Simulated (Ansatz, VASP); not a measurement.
# SiC (Moissanite 3C) in two plane-wave programs

One calculation is typed for both programs; each brings its own data sets and cutoff. How far apart do they land? The cell is taken from a series of VASP runs on this material, whose earlier steps may have relaxed, scaled or displaced it; both programs get it as it stands.

Program: Ansatz 0.2.0. Level of theory: plane waves, with VASP 6.6.1 beside it; relaxation of cell and atoms at r2SCAN with rVV10 and relaxation of cell and atoms at RPBE. Results are calculated unless marked as measured.

## 1. The structure

Symmetry: F-43m, No. 216, cubic system. The conventional cell has a = 4.352 Å, b = 4.352 Å, c = 4.352 Å, α = 90.00°, β = 90.00°, γ = 90.00°. Nearest to Si lie 4 C at 1.88 Å. Nearest to C lie 4 Si at 1.88 Å. Farther neighbours are not listed.

## 2. Ansatz: relaxation of cell and atoms, r2SCAN with rVV10

Ansatz runs on its default PAW (the set named soft_2) files.

The relaxed volume is the usual yardstick between codes: its relative difference is about their pressure difference at one cell divided by the bulk modulus.

The input, input.yaml:

```yaml
crystal:
  lattice:
    - [0.0, 2.1758101538, 2.1758101538]
    - [2.1758101538, 0.0, 2.1758101538]
    - [2.1758101538, 2.1758101538, 0.0]
  atoms:
    - { symbol: Si, position: [0.0, 0.0, 0.0] }
    - { symbol: C, position: [0.75, 0.75, 0.75] }
hamiltonian:
  xc: r2scan
  pseudopotentials: { kind: paw }
  dispersion: rvv10
kpoints:
  mp_grid: { grid: [8, 8, 8] }
scf:
  occupations: { method: gaussian, width: 0.03 }
relax:
  f_tol: 0.01
  max_steps: 60
  cell: { stress_tol: 0.05 }
output:
  forces: true
  stress: true
```

Run with:

```sh
> ansatz run input.yaml --threads 4 --pin off --max-ram 9216MiB --backend cpu --events-out ev --progress --plain --runs-dir out
```

Numbers of over 12 decimals in the logs are rounded to 6 here.

What it wrote:

```text
Engine: ansatz 0.2.0, aarch64-unknown-linux-gnu
Pseudopotentials: kind: paw
Pseudopotential: Si, paw, valence charge 4, recommended cutoff 500 eV (meta_gga), Si.paw.azcp
Pseudopotential: C, paw, valence charge 4, recommended cutoff 500 eV (meta_gga), C.paw.azcp
Functional definition: r2SCAN+rVV10
  parameter k0 = 0.174
  parameter k1 = 0.065
  parameter a1 = 4.9479
  exchange = r2scan_x(k0 = k0, k1 = k1, a1 = a1)
  correlation = r2scan_c + rvv10(11.95, 0.0093)
Crystal: 2 atoms, lattice volume = 20.601 Å³
Basis set: ecut = 500 eV, 531 PW (Γ), exchange–correlation on 108×108×108 points (64 copies of the dense FFT grid, shifted against one another)
Bands: 8, of which v1, the nominal top of the filled ones, is band 4 counted from 1 (3 counted from 0)
Symmetry: 24 space group operations
Space group: F-43m (ITA 216), of the structure as read, at distance tolerance 2.7e-5 Å
k-points: 29 of 512 (time reversal used)
Non-local potential: Si, projectors of the file, l = 0: 2, l = 1: 2, l = 2: 2
Non-local potential: C, projectors of the file, l = 0: 2, l = 1: 2, l = 2: 1
PAW form: soft (Blöchl's): semilocal exchange-correlation on the pseudo side does not see the compensation charge
rVV10 density: all electrons in the spheres
PAW frozen core: Si, regenerated for the run's functional (the file was generated under x = pbe(κ = 0.804, μ = 0.219515), c = pbe(β = 0.066725))
PAW frozen core: C, regenerated for the run's functional (the file was generated under x = pbe(κ = 0.804, μ = 0.219515), c = pbe(β = 0.066725))
PAW one-centre angular grid: Si, 302 points (default); XC on 160 Gauss nodes
PAW one-centre angular grid: C, 302 points (default); XC on 239 of its mesh's 2573 points in the sphere
Initial density: superposition of atomic densities (neutral atoms: chi_scale 0, normalization atom), corrected by the library's trained network
Initial wavefunctions: pseudopotential atomic-orbital guess
Functional: x = r2scan, c = r2scan + rvv10(b = 11.95, C = 0.0093); τ floored in thin density (d = 2e-4 eV/Å³)
SCF iter   1: F=—  HF=-890.700101 eV  |F-HF|=—  |Δ(HF+E_count)|=         —  Δρ=5.78e-3  dr2=4.15e-3  dr2_τ=1.93e-1  ethr=1.77e-3  ⟨swp⟩=6.1  Hψ=1974  notcnv=0
preconditioner: auto → none  [insulator: Δε(μ)=1.612 eV  Ē_g=15.025 eV  σ=0.030 eV  W_gap=1.00  n_scr=0 (ndim 8)  ℏωp=23.1 eV  f_vac=0.000  D(μ)=0.00/eV (n_scr^D=0)  ε∞_Penn≈3.4]
SCF iter   2: F=—  HF=-890.744523 eV  |F-HF|=—  |Δ(HF+E_count)|=   4.44e-2  Δρ=3.94e-3  dr2=1.83e-3  dr2_τ=3.35e-5  ethr=5.19e-5  ⟨swp⟩=2.1  Hψ=699  notcnv=0
SCF iter   3: F=—  HF=-890.744558 eV  |F-HF|=—  |Δ(HF+E_count)|=   3.49e-5  Δρ=2.13e-3  dr2=1.06e-3  dr2_τ=3.41e-5  ethr=2.28e-5  ⟨swp⟩=2.0  Hψ=464  notcnv=0
SCF iter   4: F=—  HF=-890.744407 eV  |F-HF|=—  |Δ(HF+E_count)|=   1.51e-4  Δρ=6.62e-4  dr2=7.20e-5  dr2_τ=1.83e-6  ethr=1.33e-5  ⟨swp⟩=2.1  Hψ=336  notcnv=0
SCF iter   5: F=—  HF=-890.744409 eV  |F-HF|=—  |Δ(HF+E_count)|=   1.28e-6  Δρ=1.64e-4  dr2=4.99e-6  dr2_τ=5.76e-8  ethr=9.00e-7  ⟨swp⟩=2.0  Hψ=342  notcnv=0
SCF iter   6: F=-890.744409 eV  HF=-890.744409 eV  |F-HF|=8.89e-9  |Δ(HF+E_count)|=   9.55e-8  Δρ=2.15e-5  dr2=7.73e-8  dr2_τ=6.20e-10  ethr=1.25e-9  ⟨swp⟩=3.2  Hψ=926  notcnv=0
SCF 1 converged in 6 iterations: F = -890.744409 eV  dr2 = 7.73e-8
  greatest PAW one-centre occupation: 0.659 electrons in one spin orbital (limit 2), on the C atom at site 1 (counted from 0), in its partial waves of l = 0
relax step   1: F+E_penalty+E_count = -890.74440860 eV  Δ(F+E_penalty+E_count) = +0.000e0 eV  max|allowed force component| = 3.886e-16 eV/Å  Δτ_max = 0.0000 Å  P = +0.105 GPa  Ω = 20.601 Å³  (6 SCF iters, dr2 threshold 1.00e-7 eV, accepted)
[...]
relax step   2: F+E_penalty+E_count = -890.74441036 eV  Δ(F+E_penalty+E_count) = -1.761e-6 eV  max|allowed force component| = 7.170e-17 eV/Å  Δτ_max = 0.0000 Å  P = +0.048 GPa  Ω = 20.606 Å³  energy of the carried Pulay correction = -6.782e-7 eV  (3 SCF iters, dr2 threshold 2.75e-8 eV, accepted)
[...]
relax step   3: F+E_penalty+E_count = -890.74441036 eV  Δ(F+E_penalty+E_count) = -5.919e-10 eV  max|allowed force component| = 6.014e-17 eV/Å  Δτ_max = 0.0000 Å  P = +0.048 GPa  Ω = 20.606 Å³  stress off target by 4.79e-2 GPa  SCF on the basis re-selected at this cell (its energy is not comparable with the rows above)  (4 SCF iters)
basis re-selected at this cell: Δ(F+E_penalty+E_count) = -5.919e-10 eV, ΔP = +0.000 GPa vs the last step (what re-selecting the basis moved, of the pressure what is left beyond the Pulay correction that the steps carried, after the strain that the cell walked since its last selection, with what the two solves' SCF thresholds leave and, on support functions, any second-order correction that the steps lacked; it is no  [...]
SCF converged after 4 iterations
Free energy (F): -890.744410 eV
Harris-Foulkes:  -890.744410 eV  (|F-HF|=2.39e-12)
Internal energy: -890.744410 eV  (E = F + TS)
E sigma→0 (E₀):  -890.744410 eV
Fermi energy:    10.251332 eV
--- Per-component energies (eV) ---
  E_band       = 25.737038
  E_kinetic    = 136.100365
  E_local      = -103.178094  (includes V_loc(G=0)·N_el)
  E_nonlocal   = 50.372314
  E_hartree    = 32.331646
  E_xc         = -100.793906
  E_vxc        = -118.642974  (∫ρ·V_xc dr)
  E_paw        = -620.297768  (= ΣΔE_a)
  E_vpaw       = -9.147528  (= ΣTr[D̂ρ^β])
  E_aug_tail   = 0.000006  (compensation charges beyond the density's cutoff)
  E_vtau       = 5.569656  (kinetic-family band-sum trace: ∫τ·v_τ [+ j·A + Jᵃ·Aᵃ] dr)
  E_ewald      = -285.177766
  E_core_change = -0.101207  (= ΣΔE_core)
  E_smearing   = -0.000000  (= −TS)
  E_closure    = 0.000000  (closes the sum)
  Σ components = -890.744410   (vs F -890.744410, Δ=0.00e0)
--- Forces (eV/Å), atoms counted from 1 ---
  atom   1  Si     0.00000000     0.00000000     0.00000000
  atom   2  C      0.00000000    -0.00000000    -0.00000000
  max |Σ_I F_I| component: 7.40e-17 eV/Å
--- Stress (GPa, compression-positive) ---
        0.047857       0.000000      -0.000000
       -0.000000       0.047857       0.000000
       -0.000000       0.000000       0.047857
  P = ⅓ Tr σ = 0.0479 GPa (0.479 kbar)
--- Relaxed structure (2 steps of the walk, 2 accepted, 1 SCFs on fresh bases) ---
  F+E_penalty+E_count = -890.74441036 eV   max|allowed force component| = 6.014e-17 eV/Å   (the final SCF, on the basis selected at the relaxed cell)
  cell:  # Å, volume = 20.6063 Å³
    - [0, 2.175990, 2.175990]
    - [2.175990, 0, 2.175990]
    - [2.175990, 2.175990, 0]
  atoms:
    - { symbol: Si, position: [0, 0, 0] }
    - { symbol: C, position: [0.75, 0.75, 0.75] }
```

The job ended after 2.4 s (4 threads of Arm Neoverse V1, shared host; peak memory 0.38 GiB).

[end of part 1 of 3]

[Lines on the potential files, build, host, timing and source positions are cut from VASP's logs without a mark.]

[Logs are printed without paths, hosts, clocks, repeated set-up lines and the standing remarks that a program may print on its own settings, such as how far it seeks lower states.]

[Hosts, paths, dates, database ids (printed as entryN), source tags and the programs' standing remarks are cut or masked in the printed files.]
